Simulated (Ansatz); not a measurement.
# Magnetic states of cobalt, fcc

Level of theory: DFT, m-r2SCAN, plane waves (500 eV) with PAW, scalar-relativistic in Ansatz. The PAW files were generated under PBE, with cores re-solved for the functional.

Each start was relaxed and then solved on a dense mesh, with Fermi-Dirac smearing of 0.05 eV (0.1 eV in a metal without spin) extrapolated to zero. Rows within 2 meV/atom of each other tie.

Problem. Where does each start end, and how do the energies compare? Starts: antiferromagnetic (type I, layers along [001]); ferromagnetic.

Solution. 
| start | ends | ΔE (meV/atom) | V (Å³/atom) |
| --- | --- | --- | --- |
| ferromagnetic | ferromagnetic, net 1.62 μB per atom | 0.0 | 10.50 |
| antiferromagnetic (type I, layers along [001]) | ferromagnetic, net 1.61 μB per atom | 0.3 | 10.49 |

m-r²SCAN is r²SCAN on the gauge-invariant kinetic-energy density; without spin polarisation the two are equal.
